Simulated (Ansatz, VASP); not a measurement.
**KTaO3: VASP beside Ansatz**

The input POSCAR:

```
KTaO3
1.0
    3.8305258589      0.0000000000      0.0000000000
    0.0000000000      3.8305258589      0.0000000000
    0.0000000000      0.0000000000      3.8305258589
K Ta O
1 1 3
Direct
    0.0000000000      0.0000000000      0.0000000000
    0.5000000000      0.5000000000      0.5000000000
    0.5000000000      0.5000000000      0.0000000000
    0.5000000000      0.0000000000      0.5000000000
    0.0000000000      0.5000000000      0.5000000000
```

The input INCAR.step1:

```
SYSTEM = KTaO3
  PREC = Accurate
  ENCUT = 520
  ISMEAR = 0
  SIGMA = 0.01
  LREAL = .FALSE.
  LASPH = .TRUE.
  NELM = 100
  NBANDS = 27
  GGA = PE
  ALGO = Normal
  EDIFF = 1E-4
  LWAVE = .TRUE.
  LCHARG = .FALSE.
```

File INCAR.step2:

```
SYSTEM = KTaO3
  PREC = Accurate
  ENCUT = 520
  EDIFF = 1E-6
  ISMEAR = 0
  SIGMA = 0.01
  LREAL = .FALSE.
  LASPH = .TRUE.
  NELM = 100
  ALGO = Normal
  ISIF = 2
  LWAVE = .FALSE.
  LCHARG = .FALSE.
  METAGGA = R2SCAN
  LMIXTAU = .TRUE.
  NBANDS = 27
  ISTART = 1
```

Contents of KPOINTS:

```
Automatic mesh
0
G
  6 6 6
  0 0 0
```

Input for Ansatz:

```yaml
crystal:
  lattice:
    - [3.8305258589, 0.0, 0.0]
    - [0.0, 3.8305258589, 0.0]
    - [0.0, 0.0, 3.8305258589]
  atoms:
    - { symbol: K, position: [0.0, 0.0, 0.0] }
    - { symbol: Ta, position: [0.5, 0.5, 0.5] }
    - { symbol: O, position: [0.5, 0.5, 0.0] }
    - { symbol: O, position: [0.5, 0.0, 0.5] }
    - { symbol: O, position: [0.0, 0.5, 0.5] }
kpoints:
  mp_grid: { grid: [6, 6, 6] }
  band_path:
    path: [[0.0, 0.0, 0.0], [0.0, 0.5, 0.0], [0.5, 0.5, 0.0], [0.5, 0.5, 0.5]]
    npoints: 1
hamiltonian:
  xc: r2scan
scf:
  occupations: { method: fixed }
  n_extra_bands: 5
output:
  forces: true
  stress: true
  eigenvalues: true
  write_density: true
  write_potential: true
  elf: true
  volumetric_format: npy
```

Change from the starting cell: hydrostatic strain -4.0%.

Alike in both runs: task single point; functional r2SCAN; k mesh 6 × 6 × 6; no spin polarisation.

|  | VASP | Ansatz |
| --- | --- | --- |
| version | VASP 6.6.1 | Ansatz 0.2.0 |
| potentials or method | VASP PAW PBE potentials, release 64 (K_sv, Ta_pv, O) | plane waves, PAW |
| plane-wave cutoff (eV) | 520 | 500 |
| occupations | gaussian, width 0.01 eV | fixed |
| valence electrons in the cell | 38 | 40 |

|  | VASP | Ansatz | Ansatz less VASP |
| --- | --- | --- | --- |
| gap on the k mesh at the Fermi level (eV) | 2.89 | 2.93 | +0.041 |
| pressure (GPa) | 35.3 | 33.5 | -1.78 |

The two sets of potentials don't hold the same shells in valence.

Caveats: so large a pressure means that the cell lies far from this level's equilibrium, or that cutoff or potentials fall short (VASP); the potentials were made for another functional, which shifts forces and pressure (VASP); spin-orbit coupling is left out, which moves the levels of the heavy elements. A k mesh can miss the band edges.
